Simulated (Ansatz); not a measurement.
SnO₂: the gap under pressure

SnO₂, Pbcn, a = 4.703 Å, b = 5.695 Å, c = 5.204 Å. This isn't the usual stable structure of the compound. Ansatz: LDA, PAW, 420 eV, Γ-centred 6×6×6 mesh on 12 atoms, Gaussian smearing 0.02 eV; no spin polarisation. Cell and atoms are relaxed at each pressure, and no other structure is tried, so the rows at high pressure may lie past a change of phase. The gap is sought over the whole zone. The pressures are the targets, met within 0.02 GPa.

```
P (GPa) gap y (eV)
   -2.0           ?
    0.0       1.500
    2.0       1.608
    5.0       1.755
   10.0       1.980
   20.0       2.367
```

**Question.** Fit y = E0 + αP + βP² to the other rows and predict the missing gap.

**Answer.** Least squares on the rows shown. y = 1.5021 + 0.052696 P − 0.00047351 P². So α = 52.7 meV/GPa, but an edge moves to another point of the zone between 0 and 2 GPa, so this isn't the slope at zero pressure. At P = -2.0 the fit asked for gives 1.395 eV. The run gave 1.384 eV, so the fit is 0.011 eV too high, 1.1 % of the span of the series, against an rms of 0.002 eV on the fitted rows. The row lies outside the fitted range. With a term in P³ added, a fit to the same known rows predicts 1.388 eV, so most of the miss is curvature that the known rows already hold. Also, among the fitted rows a band edge sits at another point of the zone at 2, 5, 10, 20 GPa than at zero pressure, so one curve spans more than one gap, which can bend the series.

Semilocal functionals give gaps under the measured ones; changes of the gap mostly carry over better.